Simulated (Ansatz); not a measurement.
# Te2Mo monolayer (2H) under uniaxial strain along the armchair direction, normal to a, with the width clamped, part 2 of 2

Wanted: the shifts of the zone-centre modes of Te2Mo monolayer (2H) with strain.

Ansatz 0.2.0; DFT PBEsol, scalar-relativistic, plane waves, PAW; PAW set soft_1.

So far, highest optical mode at the zone centre (no LO-TO term) (cm⁻¹): step 4 (modes at rest) 295; step 6 (strain 5 %) 291.

### 8. Zone-centre modes of the member: uniaxial strain of -3 % along the armchair direction, normal to a, with the width clamped

The zone-centre modes follow for uniaxial strain of -3 % along the armchair direction, normal to a, with the width clamped.

The input, input.yaml:

```yaml
crystal:
  lattice:
    - [3.4909760873, 0.0, 0.0]
    - [-1.7454880436, 2.9325757565, 0.0]
    - [0.0, 0.0, 31.0]
  atoms:
    - { symbol: Mo, position: [0.3315844431, 0.6631688861, 0.3225806452] }
    - { symbol: Te, position: [0.6675411118, 0.3350822236, 0.3814142644] }
    - { symbol: Te, position: [0.6675411118, 0.3350822236, 0.263747026] }
  periodic: [true, true, false]
kpoints:
  mp_grid: { grid: [9, 9, 1] }
hamiltonian:
  xc: pbesol
  pseudopotentials: { kind: paw, azcp: { folder: soft_1 }, xc_functional: pbe }
scf:
  occupations: { method: fixed }
output:
  eigenvalues: true
phonons:
  method: dfpt
```

Run with:

```console
> ansatz run input.yaml --threads 4 --pin off --max-ram 16384MiB --backend cpu --events-out ev --progress --plain --runs-dir out
```

Elapsed: 69 s, on 4 threads of Arm Neoverse V1, shared host; peak memory 1.2 GiB; 4.3 min of CPU time.

This step gave:

```
sum-rule residual before enforcement                    : 1.62e-4 eV/Å²
highest optical mode at the zone centre (no LO-TO term) : 296.6 cm⁻¹
lowest optical zone-centre mode                         : 118.3 cm⁻¹
```

Without the LO-TO term. Patterns of degenerate modes are one choice out of their space. The modes at Γ (shares of kinetic energy by element, %):

```
mode  frequency (cm⁻¹)  symmetry  Mo %  Te %
   1               0.0  acoustic    27    73
   2               0.0  acoustic    27    73
   3               0.0  acoustic    27    73
   4             118.3        A2     0   100
   5             118.8        B1     0   100
   6             173.4        A1     0   100
   7             237.9        B2    73    27
   8             241.1        A1    73    27
   9             296.6        B1    73    27
```

The lowest optical mode is real, 118 cm⁻¹, and the highest lies at 296.6 cm⁻¹.

### 9. The series together

The members are set side by side, also those not shown above.

Energies are extrapolated to zero smearing, and E0 is that at rest; the cell is clamped and the atoms are relaxed. State of the crystal along the series:

```
strain (%)  E - E0 (meV/atom)  gap on mesh (eV)
        -3              9.728             1.252
        -2              4.219             1.294
        -1               1.03             1.248
         0                  0             1.203
         1              0.983             1.158
         2              3.836             1.114
         3              8.434             1.071
         4              14.66             1.029
         5              22.41            0.9892
```

Optical modes are counted from below at rest and tracked from member to member by their patterns, and modes that stay within 0.3 cm⁻¹ of each other stand once; labels, where given, are those at rest, then, where named, those of the strained cell; the cell is clamped and the atoms are relaxed. Optical modes along the series:

```
strain (%)  optical mode 1 E'' single part (cm⁻¹)  optical mode 2 E'' to A2 single part (cm⁻¹)  optical mode 3 A1' to A1 (cm⁻¹)  optical mode 4 E' to A1 single part (cm⁻¹)  optical mode 5 E' single part (cm⁻¹)  optical mode 6 A2'' (cm⁻¹)
        -3                                  118.8                                        118.3                            173.4                                       241.1                                 237.9                       296.6
        -2                                  118.6                                        118.3                            173.4                                       240.3                                 238.1                       296.3
        -1                                  118.4                                        118.2                            173.4                                       239.3                                 238.2                       295.8
         0                                  118.2                                        118.2                            173.3                                       238.2                                 238.2                       295.3
         1                                  117.8                                        118.1                            173.2                                         237                                 238.1                       294.6
         2                                  117.4                                        117.9                            173.1                                       235.7                                 237.9                       293.8
         3                                    117                                        117.8                            172.9                                       234.3                                 237.5                       292.9
         4                                  116.4                                        117.6                            172.6                                       232.9                                 237.1                       291.8
         5                                  115.8                                        117.3                            172.3                                       231.3                                 236.5                       290.7
```

Value and slope at zero strain of a cubic (a lower polynomial where under five rows exist) through the rows within 2 % of rest. Slopes at rest:

```
                                mode  frequency (cm⁻¹)  shift per percent of strain (cm⁻¹)
      optical mode 1 E'' single part             118.2                                -0.3
optical mode 2 E'' to A2 single part             118.2                               -0.07
            optical mode 3 A1' to A1             173.3                               -0.09
 optical mode 4 E' to A1 single part             238.2                               -1.14
       optical mode 5 E' single part             238.2                               -0.06
                 optical mode 6 A2''             295.3                               -0.62
```

### 10. Outcome

```
members                                                          : 9
highest optical mode at the zone centre (no LO-TO term), at rest : 295.3 cm⁻¹
optical mode 3 A1' to A1, shift per percent                      : -0.09 cm⁻¹
optical mode 4 E' to A1 single part, shift per percent           : -1.14 cm⁻¹
optical mode 5 E' single part, shift per percent                 : -0.06 cm⁻¹
optical mode 6 A2'', shift per percent                           : -0.62 cm⁻¹
```

**Reading.** The strain lowers the symmetry: the level at 238.2 cm⁻¹ splits, into 231.3 and 236.5 cm⁻¹ at +5 %. Within 2 % of rest optical mode 5 E' single part bends away from a straight line, so a single slope holds only near rest. The fastest shift in the table of slopes is -1.1 cm⁻¹ for each percent (optical mode 4 E' to A1 single part). The width is clamped, so the contraction across the strain that a free sheet shows is left out. These are harmonic frequencies at zero temperature: anharmonic shifts, linewidths and thermal expansion are left out. Spin-orbit coupling is left out, which can matter for the heavy elements here. The starting cell was built on a prototype and not taken from a measurement. The PAW files were made for PBE; the program adapts parts of them to the functional of the run, but their partial waves stay those of PBE, an approximation that was not tested in this session. Only the zone centre was solved, so an instability at another wavevector cannot show here. In a sheet the LO-TO splitting vanishes at the zone centre, so no such term is missing here.

[Logs are printed without paths, hosts, clocks, repeated set-up lines and the standing remarks that a program may print on its own settings, such as how far it seeks lower states.]

[Hosts, paths, dates, database ids (printed as entryN), source tags and the programs' standing remarks are cut or masked in the printed files.]
